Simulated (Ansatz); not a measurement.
Computed with DFT PBE, scalar-relativistic, plane waves, PAW in Ansatz 0.2.0. Settings: cutoff 420 eV, Γ-centred meshes spaced at most about 0.3 Å⁻¹, and about 0.25 Å⁻¹ or finer for metals (2π included), Gaussian smearing. Spin is collinear.

Each guess is relaxed in cell and atoms at zero pressure, on a coarse mesh first where it starts far from rest and then on a converged one. The steps can't lower the symmetry of the start, but it can rise. Energies are static (0 K, no zero-point motion).

Two unrelaxed guesses for MgZnO4:

A.

```xyz
6
Lattice="4.6701 0.0000 0.0000 -2.3351 4.0445 0.0000 0.0000 0.0000 3.6369" Properties=species:S:1:pos:R:3 pbc="T T T"
Mg    2.3351    1.3481    0.0000
Zn    0.0000    0.0000    0.0000
O     0.0000    2.6963    0.0000
O     1.1628    3.3677    1.8184
O    -1.1628    3.3677    1.8184
O     0.0000    1.3536    1.8184
```

B.

```xyz
6
Lattice="3.4351 0.0000 0.0000 0.0000 3.4351 0.0000 0.0000 0.0000 4.9302" Properties=species:S:1:pos:R:3 pbc="T T T"
Mg    0.0000    0.0000    0.0000
Zn    1.7176    1.7176    2.4651
O     1.7176    0.0000    3.6181
O     0.0000    1.7176    1.3121
O     1.7176    0.0000    1.3121
O     0.0000    1.7176    3.6181
```

**Question.** Do they relax into the same structure? If not, which is lower?

**Answer.** No. B ends lower, by 0.96 eV/atom. A: P-6m2 at 11.4 Å³/atom → P-6m2 at 11.2 Å³/atom; B: P4/mmm at 9.7 Å³/atom → P4/mmm at 10.4 Å³/atom. Counting O atoms around Mg and Zn (those within 1.25 times the shortest such distance or 1.15 times the sum of covalent radii, 1.27 where that leaves under three; the shortest distance is added where it exceeds 1.18 times the sum of covalent radii), the end of A has Mg 15 from 3.0 Å, Zn 6 and the end of B has Mg 8, Zn 8. End of A. Conventional cell: a = 5.123 Å, c = 2.945 Å. Around Mg lie 2 Mg at 2.94 Å, 15 O at 2.96 Å and 3 Zn at 2.96 Å; around Zn lie 6 O at 2.04 Å, 2 Zn at 2.94 Å, 3 O at 2.96 Å and 3 Mg at 2.96 Å; O on a site of symmetry mm2 has 2 Zn at 2.04 Å, 2 O at 2.13 Å, 2 O at 2.45 Å, 2 O at 2.68 Å, 2 O at 2.94 Å and 4 Mg at 2.96 Å; 1 more site not described. End of B. Conventional cell: a = 3.541 Å, c = 4.989 Å. Mg is surrounded by 8 O at 2.16 Å; Zn has 8 O at 2.17 Å; around O lie 2 Mg at 2.16 Å, 2 Zn at 2.17 Å and 6 O at 2.49–2.50 Å.

Ends held by symmetry can be saddle points. Neither end is the lowest form computed: that has space group P4/mmm (No. 123) and lies 121 meV/atom below the better end. Another magnetic order may lie lower. Some candidate types were left out of the draw beforehand, so a known form may be missing.
